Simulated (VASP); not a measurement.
Calculation: PBE GGA, VASP's PBE PAW potentials (set 64) (plane waves; VASP).

The input files of a VASP run:

**INCAR**
```
ISMEAR = 0
ALGO = Normal   # blocked Davidson
LMAXMIX = 4
ISIF = 2
GGA = PE   # PBE
ENCUT = 400   # plane-wave cut-off (eV)
LASPH = .True.
SYSTEM = CsI
LREAL = .False.   # projection in real space or not
EDIFF = 1E-6
SIGMA = 0.05   # width (eV)
LWAVE = .False.
LCHARG = .False.
PREC = Normal
NELM = 100   # most electronic steps
```

**KPOINTS**
```
K-points
0
G
 5 5 5
0 0 0
```

File POSCAR:
```
CsI
1
    4.5700000000     0.0000000000     0.0000000000
    0.0000000000     4.5700000000     0.0000000000
    0.0000000000     0.0000000000     4.5700000000
Cs I
1 1
Direct
  0.0000000000   0.0000000000   0.0000000000
  0.5000000000   0.5000000000   0.5000000000
```

POTCAR, in this order: Cs_sv I (PBE.64 set). Program: vasp_std.

What VASP printed:

File OSZICAR:
```
       N       E                     dE             d eps       ncg     rms          rms(c)
DAV:   1     0.821273726344E+02    0.82127E+02   -0.50680E+03   240   0.877E+02
DAV:   2     0.912230403620E+00   -0.81215E+02   -0.77222E+02   360   0.151E+02
DAV:   3    -0.548361337866E+01   -0.63958E+01   -0.63783E+01   304   0.483E+01
DAV:   4    -0.556680607752E+01   -0.83193E-01   -0.83178E-01   284   0.712E+00
DAV:   5    -0.556779788501E+01   -0.99181E-03   -0.99177E-03   312   0.809E-01    0.160E+00
DAV:   6    -0.544866576713E+01    0.11913E+00   -0.16118E-01   272   0.191E+00    0.122E+00
DAV:   7    -0.542406046715E+01    0.24605E-01   -0.13911E-01   268   0.183E+00    0.596E-01
DAV:   8    -0.542743856486E+01   -0.33781E-02   -0.96535E-03   272   0.635E-01    0.847E-02
DAV:   9    -0.542781878002E+01   -0.38022E-03   -0.88183E-04   276   0.202E-01    0.755E-02
DAV:  10    -0.542791392153E+01   -0.95142E-04   -0.13897E-04   288   0.802E-02    0.138E-02
DAV:  11    -0.542791087010E+01    0.30514E-05   -0.40511E-05   264   0.321E-02    0.555E-03
DAV:  12    -0.542791132892E+01   -0.45882E-06   -0.38564E-06   276   0.139E-02
   1 F= -.54279113E+01 E0= -.54279113E+01  d E =-.165398E-12
```

OUTCAR:
```
------------------------ aborting loop because EDIFF is reached ----------------------------------------
  FORCE on cell =-STRESS in cart. coord.  units (eV):
  Direction    XX          YY          ZZ          XY          YZ          ZX
  --------------------------------------------------------------------------------------
  Total        0.4502065      0.4502065      0.4502065      0.0000000     -0.0000000     -0.0000000
  in kB        7.5574235      7.5574235      7.5574235      0.0000000     -0.0000000     -0.0000000
  external PRESSURE =       7.5574235 kB  Pullay stress =       0.0000000 kB
  volume of cell :       95.44
      direct lattice vectors                 reciprocal lattice vectors
     4.570000000  0.000000000  0.000000000     0.218818381  0.000000000  0.000000000
     0.000000000  4.570000000  0.000000000     0.000000000  0.218818381  0.000000000
     0.000000000  0.000000000  4.570000000     0.000000000  0.000000000  0.218818381
 POSITION                                       TOTAL-FORCE (eV/Angst)
 -----------------------------------------------------------------------------------
      0.00000      0.00000      0.00000         0.000000      0.000000      0.000000
      2.28500      2.28500      2.28500         0.000000      0.000000      0.000000
 -----------------------------------------------------------------------------------
    total drift:                               -0.000000     -0.000000     -0.000000
  FREE ENERGIE OF THE ION-ELECTRON SYSTEM (eV)
  ---------------------------------------------------
  free  energy   TOTEN  =        -5.4279113289 eV

  energy  without entropy=       -5.4279113289  energy(sigma->0) =       -5.42791133
```
(Selected blocks of OUTCAR.)

The compound is CsI in the CsCl type structure. The cell was not relaxed at this level. The run is one of a series of settings (PREC = Normal against the base run), some of them coarse on purpose.
